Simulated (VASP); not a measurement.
## Sc: relaxation of cell and atoms with LDA

The system is Sc.

```
Sc
1.0
     3.27000    0.00000    0.00000
    -1.63500    2.83190    0.00000
     0.00000    0.00000    5.09000
Sc
2
Direct
  0.33333 0.66667 0.25000
  0.66667 0.33333 0.75000
```

The cell was built by a generator and needn't be a form met in nature.

```yaml
Program: VASP 6.6.1
Task: relaxation of cell and atoms
Functional: LDA
Potentials_or_basis: VASP PAW LDA potentials, release 64 (Sc_sv)
Cutoff: 600 eV
k_mesh: 14 × 14 × 8
Occupations: methfessel-paxton, width 0.1 eV
Spin: no spin polarisation
Further_INCAR_settings: ALGO = Fast; EDIFF = 1e-07; IBRION = 2; EDIFFG = -0.005; NSW = 40; ISIF = 3
```

The relaxed volume is 22.54 Å³/atom and the relaxed cell is a = 3.232 Å, b = 3.232 Å, c = 4.984 Å, α = 90.00°, β = 90.00°, γ = 120.00°. The space group after relaxing (to 0.05 Å) is P6_3/mmc (No. 194) and the energy gained by relaxing is 8.7 meV/atom. The ionic steps are 5, the pressure after relaxing is 0.0 GPa and the band gap on the k mesh is none (metal or under the smearing width).

Step by step:
| step | energy change (eV) | largest force (eV/Å) | pressure (GPa) | volume (Å³) |
| --- | --- | --- | --- | --- |
| 1 | 0.0000 | 0.0000 | -2.54 | 47.14 |
| 2 | -0.0162 | 0.0000 | 0.66 | 44.63 |
| 3 | -0.0171 | 0.0000 | 0.03 | 45.08 |
| 4 | -0.0173 | 0.0000 | 0.01 | 45.08 |
| 5 | -0.0173 | 0.0000 | 0.01 | 45.09 |

Final structure:
```
CELL_PARAMETERS angstrom
3.23201 0.00000 0.00000
-1.61600 2.79900 0.00000
0.00000 0.00000 4.98405
ATOMIC_POSITIONS crystal
Sc 0.33333 0.66667 0.25000
Sc 0.66667 0.33333 0.75000
```

Levels at points of the mesh, in eV from the Fermi level:
| k point | band 7 | band 8 | band 9 | band 10 | band 11 | band 12 | band 13 | band 14 | band 15 |
| --- | --- | --- | --- | --- | --- | --- | --- | --- | --- |
| (0.00, 0.00, 0.00) | -27.29 | -27.24 | -5.22 | -1.75 | 1.02 | 1.63 | 1.63 | 2.00 | 2.16 |
| (0.50, 0.00, 0.00) | -27.40 | -27.34 | -1.65 | -1.18 | -0.79 | -0.26 | 1.32 | 1.45 | 2.05 |
| (0.00, 0.00, 0.50) | -27.34 | -27.34 | -3.55 | -3.55 | 1.05 | 1.05 | 1.52 | 1.52 | 1.52 |
| (0.50, 0.00, 0.50) | -27.39 | -27.39 | -1.60 | -1.60 | 0.10 | 0.10 | 1.51 | 1.51 | 2.50 |

Wall time 4.6 min on 1 thread of Intel(R) Xeon(R) Platinum 8488C (Sapphire Rapids) (shared host), peak memory 0.23 GiB.
